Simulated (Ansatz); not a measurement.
The system is MnO.

```
Mn O
1.0
     0.00000    2.22391    2.22391
     2.22391    0.00000    2.22391
     2.22391    2.22391    0.00000
Mn O
1 1
Direct
  0.00000 0.00000 0.00000
  0.50000 0.50000 0.50000
```

The cell is a database's computed one.

| Quantity | Value |
| --- | --- |
| Program | Ansatz 0.2.0 |
| Task | relaxation of cell and atoms |
| Functional | RPBE |
| Potentials or basis | Ansatz PAW |
| Cutoff | 420 eV (not typed: the program's choice for these potentials) |
| k mesh | 10 × 10 × 10 |
| Occupations | fermi-dirac, width 0.05 eV |
| Spin | collinear spin, ferromagnetic start |
| Starting moments | [4.0, 0.0] μB |

At the start: volume 11.00 Å³/atom.

Task: Where does the relaxation end?

Result: It ends after 7 steps and the volume is 11.56 Å³/atom (+5.1 %); space group Fm-3m (No. 225, to 0.05 Å); moment 4.92 μB per cell.

Step by step:
```
step  energy change (eV)  largest force (eV/Å)  volume (Å³)
   1              0.0000                0.0000        22.00
   2             -0.0121                0.0000        22.57
   3             -0.0143                0.0000        23.04
   4             -0.0142                0.0000        23.07
   5             -0.0189                0.0000        23.07
   6             -0.0188                0.0000        23.13
   7             -0.0189                0.0000        23.13
```

Final structure:
```xyz
2
Lattice="0.0000 2.2613 2.2613 2.2613 0.0000 2.2613 2.2613 2.2613 0.0000" Properties=species:S:1:pos:R:3 pbc="T T T"
Mn    0.0000    0.0000    0.0000
O     2.2613    2.2613    2.2613
```

Caveat: the plane-wave basis is chosen anew once the cell has moved, so the energies of steps on either side of that aren't comparable; the pressure holds a Pulay correction of +0.5 GPa for the finite cutoff; a cell with one magnetic atom can't hold antiferromagnetic order, which such compounds often take; the PAW data sets come from PBE, with cores solved anew for the run's functional, which leaves a small shift of forces and pressure.
